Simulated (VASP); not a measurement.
Computed with PBE GGA, VASP's PBE PAW potentials (set 64) (plane waves; VASP).

VASP input:

INCAR:
```
# general
SYSTEM  = AlSb
PREC    = Accurate
ENCUT   = 520
LREAL   = .FALSE.   # projection in real space or not
LASPH   = .TRUE.   # aspherical one-centre terms

# electronic loop
EDIFF   = 1E-6   # SCF stop (eV)
NELM    = 100   # most electronic steps
ALGO    = Normal   # blocked Davidson
LMAXMIX = 4

# smearing
ISMEAR  = 0   # Gaussian
SIGMA   = 0.05

# functional
GGA     = PE   # PBE

# ions
IBRION  = 2
NSW     = 60   # most ionic steps
ISIF    = 3   # ions, shape and volume
EDIFFG  = -0.01

# output
LWAVE   = .FALSE.
LCHARG  = .FALSE.
```

File KPOINTS:
```
K-points
0
G
7 7 7
0 0 0
```

File POSCAR:
```
AlSb
1
    0.0000000000     3.1159988106     3.1159988106
    3.1159988106     0.0000000000     3.1159988106
    3.1159988106     3.1159988106    -0.0000000000
Al Sb
1 1
Direct
  0.0000000000   0.0000000000   0.0000000000
  0.2500000000   0.2500000000   0.2500000000
```

POTCAR, in this order: Al Sb (PBE.64 set). Program: vasp_std.

Output

File OUTCAR:
```
 ion  position               nearest neighbor table
   1  0.000  0.000  0.000-   2 2.70   2 2.70   2 2.70   2 2.70
   2  0.250  0.250  0.250-   1 2.70   1 2.70   1 2.70   1 2.70
  LATTYP: Found a face centered cubic cell.
 ALAT       =     6.2319976212
 Subroutine PRICEL returns:
 Original cell was already a primitive cell.
 Subroutine GETGRP returns: Found 24 space group operations
The static configuration has the point symmetry T_d .
The dynamic configuration has the point symmetry T_d .
 Subroutine INISYM returns: Found 24 space group operations
 Subroutine IBZKPT returns following result:
 Found     20 irreducible k-points:

 Following reciprocal coordinates:
            Coordinates               Weight
  0.000000  0.000000  0.000000      1.000000
  0.142857  0.000000  0.000000      8.000000
  0.285714  0.000000  0.000000      8.000000
  0.428571  0.000000  0.000000      8.000000
  0.142857  0.142857  0.000000      6.000000
  0.285714  0.142857  0.000000     24.000000
  0.428571  0.142857  0.000000     24.000000
 -0.428571  0.142857  0.000000     24.000000
 -0.285714  0.142857  0.000000     24.000000
 -0.142857  0.142857  0.000000     12.000000
  0.285714  0.285714  0.000000      6.000000
  0.428571  0.285714  0.000000     24.000000
 -0.428571  0.285714  0.000000     24.000000
 -0.285714  0.285714  0.000000     12.000000
  0.428571  0.428571  0.000000      6.000000
 -0.428571  0.428571  0.000000     12.000000
  0.428571  0.285714  0.142857     24.000000
 -0.428571  0.285714  0.142857     48.000000
 -0.428571  0.428571  0.142857     24.000000
 -0.285714  0.428571  0.142857     24.000000
   k-points           NKPTS =     20   k-points in BZ     NKDIM =     20   number of bands    NBANDS=      8
   number of dos      NEDOS =    301   number of ions     NIONS =      2
   total plane-waves  NPLWV =  46656
   dimension x,y,z NGX =    36 NGY =   36 NGZ =   36
...
```

File OSZICAR:
```
       N       E                     dE             d eps       ncg     rms          rms(c)
DAV:   1     0.169627590927E+02    0.16963E+02   -0.27084E+03   320   0.714E+02
DAV:   2    -0.772849477218E+01   -0.24691E+02   -0.23827E+02   416   0.861E+01
DAV:   3    -0.828288322544E+01   -0.55439E+00   -0.55439E+00   456   0.169E+01
DAV:   4    -0.828626407697E+01   -0.33809E-02   -0.33809E-02   488   0.161E+00
DAV:   5    -0.828627319407E+01   -0.91171E-05   -0.91170E-05   432   0.729E-02    0.329E+00
DAV:   6    -0.822651373284E+01    0.59759E-01   -0.91316E-02   368   0.144E+00    0.203E+00
DAV:   7    -0.820855216459E+01    0.17962E-01   -0.84065E-02   368   0.156E+00    0.402E-01
DAV:   8    -0.820933089892E+01   -0.77873E-03   -0.65939E-03   336   0.468E-01    0.948E-02
DAV:   9    -0.820966610883E+01   -0.33521E-03   -0.55438E-04   408   0.158E-01    0.302E-02
DAV:  10    -0.820969473690E+01   -0.28628E-04   -0.28666E-05   456   0.318E-02    0.163E-02
DAV:  11    -0.820972499833E+01   -0.30261E-04   -0.55969E-05   344   0.497E-02    0.371E-03
DAV:  12    -0.820972545636E+01   -0.45803E-06   -0.57018E-07   448   0.566E-03
   1 F= -.82097255E+01 E0= -.82097255E+01  d E =-.820973E+01
```

File OUTCAR:
```
------------------------ aborting loop because EDIFF is reached ----------------------------------------
  FORCE on cell =-STRESS in cart. coord.  units (eV):
  Direction    XX          YY          ZZ          XY          YZ          ZX
  --------------------------------------------------------------------------------------
  Total        0.0020033      0.0020033      0.0020033      0.0000000      0.0000000      0.0000000
  in kB        0.0530431      0.0530431      0.0530431      0.0000000      0.0000000      0.0000000
  external PRESSURE =       0.0530431 kB  Pullay stress =       0.0000000 kB
  volume of cell :       60.51
      direct lattice vectors                 reciprocal lattice vectors
     0.000000000  3.115998811  3.115998811    -0.160462192  0.160462192  0.160462192
     3.115998811  0.000000000  3.115998811     0.160462192 -0.160462192  0.160462192
     3.115998811  3.115998811  0.000000000     0.160462192  0.160462192 -0.160462192
 POSITION                                       TOTAL-FORCE (eV/Angst)
 -----------------------------------------------------------------------------------
      0.00000      0.00000      0.00000        -0.000000     -0.000000     -0.000000
      1.55800      1.55800      1.55800         0.000000      0.000000      0.000000
 -----------------------------------------------------------------------------------
    total drift:                               -0.000000     -0.000000     -0.000000
  FREE ENERGIE OF THE ION-ELECTRON SYSTEM (eV)
  ---------------------------------------------------
  free  energy   TOTEN  =        -8.2097254564 eV

  energy  without entropy=       -8.2097254563  energy(sigma->0) =       -8.20972546

 reached required accuracy - stopping structural energy minimisation
```
(Selected blocks of OUTCAR.)

**OUTCAR**
```
 val. band max:        4.3764624458   @ k =   0.0000   0.0000   0.0000

 cond. band min:       5.6322387530   @ k =   0.0000   0.0000   0.0000


 Fermi energy:         4.5808397735

 k-point     1 :       0.0000    0.0000    0.0000
  band No.  band energies     occupation
      1      -6.0952      2.00000
      2       4.3765      2.00000
      3       4.3765      2.00000
      4       4.3765      2.00000
      5       5.6322      0.00000
      6       7.4513      0.00000
      7       7.4513      0.00000
      8       7.4513      0.00000

 k-point     2 :       0.1429    0.0000    0.0000
  band No.  band energies     occupation
      1      -5.9186      2.00000
      2       2.6661      2.00000
      3       4.1522      2.00000
      4       4.1522      2.00000
      5       6.2538      0.00000
      6       7.7922      0.00000
      7       7.7922      0.00000
      8       8.2324      0.00000

 k-point     3 :       0.2857    0.0000    0.0000
  band No.  band energies     occupation
      1      -5.4385      2.00000
      2       0.6737      2.00000
      3       3.7729      2.00000
      4       3.7729      2.00000
      5       5.9064      0.00000
      6       8.1623      0.00000
      7       8.1623      0.00000
      8      10.2777      0.00000

 k-point     4 :       0.4286    0.0000    0.0000
  band No.  band energies     occupation
      1      -4.9004      2.00000
      2      -0.6635      2.00000
      3       3.5377      2.00000
      4       3.5377      2.00000
      5       5.6326      0.00000
      6       8.1151      0.00000
      7       8.1151      0.00000
      8      10.9723      0.00000

 k-point     5 :       0.1429    0.1429    0.0000
  band No.  band energies     occupation
      1      -5.8587      2.00000
      2       2.6878      2.00000
      3       3.7434      2.00000
      4       3.7434      2.00000
      5       6.6991      0.00000
      6       7.3315      0.00000
      7       8.4260      0.00000
...
```

Unless said otherwise, spin-orbit coupling is left out, though it shifts the bands of the heavy elements here.

The compound is AlSb in the zinc blende structure. It was relaxed first. The start is the result of an earlier pass.
